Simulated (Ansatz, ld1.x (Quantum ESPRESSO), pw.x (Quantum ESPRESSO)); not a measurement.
# Te: does the TM potential hold in the solid?

tellurium (Te), norm-conserving Troullier–Martins (Kleinman–Bylander form), made with ld1.x (Quantum ESPRESSO) 7.5 (PBE, scalar-relativistic). Core [Kr] 4d10, reference 5s2 5p4. Waves: 5s (bound): rc 1.70 bohr; 5p (bound): rc 2.30 bohr; 5d channel at 0.2 Ry: rc 2.40 bohr. Local part: all-electron potential smoothed inside 1.60 bohr (lloc = -2). Core correction: a·sin(br)/r model core inside 1.68 bohr.

Atomic tests: cutoffs needed: 30 Ry and 50 Ry (the cutoffs (Ry, on a coarse ladder) from which the occupation-weighted sum of valence levels, in a spherical-Bessel basis at the reference potential, stays within 10 and 1 mRy of its value at 400 Ry); ghost test: no extra level below or beside the all-electron valence levels (s, p, d, f tested) (spherical-Bessel basis up to 400 Ry, 20 bohr box); largest excitation error: -172 meV (all-electron minus pseudo) for 5s2 5p0, out of 7 test configurations.

Crystal test: sc Te in pw.x 7.5, no spin, 10³ k-points, Fermi–Dirac smearing 0.01 Ry, cutoffs 60/240 Ry. The reference is all-electron LAPW (Ansatz 0.2.0) with the same functional, mesh and smearing; V0 and B0 come from Birch–Murnaghan fits to the pressures at five volumes. Errors are pseudo minus all-electron; Δ is the rms difference of the E(V) curves that follow from these fits, minima aligned, over ±6 % about the mean V0. Mesh and smearing are coarse, so the numbers serve the comparison and aren't converged zero-temperature values; the lattice is a test structure that the element need not adopt.

| V (Å³/atom) | P all-electron (GPa) | P pseudo (GPa) |
| --- | --- | --- |
| 31.282 | 2.73 | 1.86 |
| 32.105 | 1.21 | 0.40 |
| 32.928 | -0.11 | -0.85 |
| 33.751 | -1.25 | -1.94 |
| 34.574 | -2.23 | -2.88 |

All-electron: a0 = 3.203 Å (V0 = 32.86 Å³/atom), B0 = 49.4 GPa.

Pseudopotential: mean pressure error (GPa): -0.75; a0 (Å): 3.187; a0 error (%): -0.51; B0 error (%): +2.8; Δ (meV/atom): 5.5. This is a poor potential for the solid.

**Question.** At the middle volume, how do free energy and pressure move when the wave cutoff is lowered (ecutrho kept at four times it)?

**Answer.**

```csv
cutoff (Ry),shift of F (meV/atom),shift of P (GPa)
27,+108.7,-1.66
36,+21.0,-0.03
48,+14.0,-0.05
```

The run at the middle volume (56 k-points, 6 iterations) took about 8.4 s on one core of a shared host (Neoverse-V1, 32 threads, 247 GiB, load 29).
